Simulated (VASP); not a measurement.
Set up this calculation in VASP 6.6.1, as the native input.

- Task: single point
- Functional: r2SCAN
- Potentials or basis: VASP PAW PBE potentials, release 64 (Sr_sv, O)
- Cutoff: 520 eV
- k mesh: 8 × 8 × 8
- Occupations: gaussian, width 0.01 eV
- Spin: no spin polarisation
- Dipole correction: no
- Further INCAR settings: ALGO = Normal; EDIFF = 1e-06; NBANDS = 15

SrO:

```
Sr O
1.0
     3.16089    0.00000    0.00000
     0.00000    3.10287    0.00000
     0.00000    0.00000    3.10287
Sr O
1 1
Direct
  0.00000 0.00000 0.00000
  0.50000 0.50000 0.50000
```

The cell was built by a generator and needn't be a form met in nature.

The cell isn't the ideal one: uniaxial_x strain +1.9%.

These files were run (other wordings do the same):

POSCAR

```
SrO
1.0
    3.1608886465      0.0000000000      0.0000000000
    0.0000000000      3.1028650697      0.0000000000
    0.0000000000      0.0000000000      3.1028650697
Sr O
1 1
Direct
    0.0000000000      0.0000000000      0.0000000000
    0.5000000000      0.5000000000      0.5000000000
```

INCAR.step1

```
SYSTEM = SrO
ALGO = Normal ; EDIFF = 1E-4
ENCUT = 520 ; GGA = PE
ISMEAR = 0 ; LASPH = .TRUE.
LCHARG = .FALSE. ; LREAL = .FALSE.
LWAVE = .TRUE. ; NBANDS = 15
NELM = 100 ; PREC = Accurate
SIGMA = 0.01
```

INCAR.step2

```
SYSTEM = SrO
ALGO = Normal ; EDIFF = 1E-6
ENCUT = 520 ; ISIF = 2
ISMEAR = 0 ; ISTART = 1
LASPH = .TRUE. ; LCHARG = .FALSE.
LMIXTAU = .TRUE. ; LREAL = .FALSE.
LWAVE = .FALSE. ; METAGGA = R2SCAN
NBANDS = 15 ; NELM = 100
PREC = Accurate ; SIGMA = 0.01
```

KPOINTS

```
k-points
0
G
  8 8 8
  0 0 0
```

Potentials or basis: VASP PAW PBE potentials, release 64 (Sr_sv, O).

The run is started by

```console
$ cat potpaw_PBE.64/Sr_sv/POTCAR potpaw_PBE.64/O/POTCAR > POTCAR
$ cp INCAR.step1 INCAR
$ mpirun -np 1 vasp_std > vasp.out
$ cp INCAR.step2 INCAR
$ mpirun -np 1 vasp_std > vasp.out
```

Results of the run:

```json
{"Pressure": "-1.1 GPa", "Band gap on the k mesh": "3.19 eV, indirect (least direct gap 3.26 eV)"}
```

Caveat: the PAW data sets were made with another functional, which shifts forces and pressure a little.

Wall time 46 s on 1 thread of Intel(R) Xeon(R) Platinum 8559C (Emerald Rapids) (shared host), peak memory 0.17 GiB.
